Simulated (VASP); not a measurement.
The system is BaS.

```xyz
2
Lattice="0.0000 3.1938 3.1938 3.1938 0.0000 3.1938 3.1938 3.1938 0.0000" Properties=species:S:1:pos:R:3 pbc="T T T"
Ba    0.0000    0.0000    0.0000
S     3.1938    3.1938    3.1938
```

| Quantity | Value |
| --- | --- |
| Program | VASP 6.6.1 |
| Task | relaxation of cell and atoms |
| Functional | PBE |
| Potentials or basis | VASP PAW PBE potentials, release 54 (Ba_sv, S) |
| Cutoff | 600 eV |
| k mesh | 7 × 7 × 7 |
| Occupations | fermi-dirac, width 0.05 eV |
| Spin | no spin polarisation |

At the start: pressure 1.4 GPa; volume 32.58 Å³/atom.

Task: How do energy, volume and symmetry change on relaxing?

Result: Over 3 steps the energy falls by 4.7 meV/atom and the volume is 33.65 Å³/atom (+3.3 %); space group Fm-3m (No. 225, to 0.05 Å).

Step by step:
| step | energy change (eV) | largest force (eV/Å) | pressure (GPa) | volume (Å³) |
| --- | --- | --- | --- | --- |
| 1 | 0.0000 | 0.0000 | 1.44 | 65.15 |
| 2 | -0.0085 | 0.0000 | -0.39 | 67.95 |
| 3 | -0.0093 | 0.0000 | 0.00 | 67.29 |

Final structure:
```yaml
crystal:
  lattice:
    - [0.00000, 3.22833, 3.22833]
    - [3.22833, 0.00000, 3.22833]
    - [3.22833, 3.22833, 0.00000]
  atoms:
    - { symbol: Ba, position: [0.00000, 0.00000, 0.00000] }
    - { symbol: S, position: [0.50000, 0.50000, 0.50000] }
```
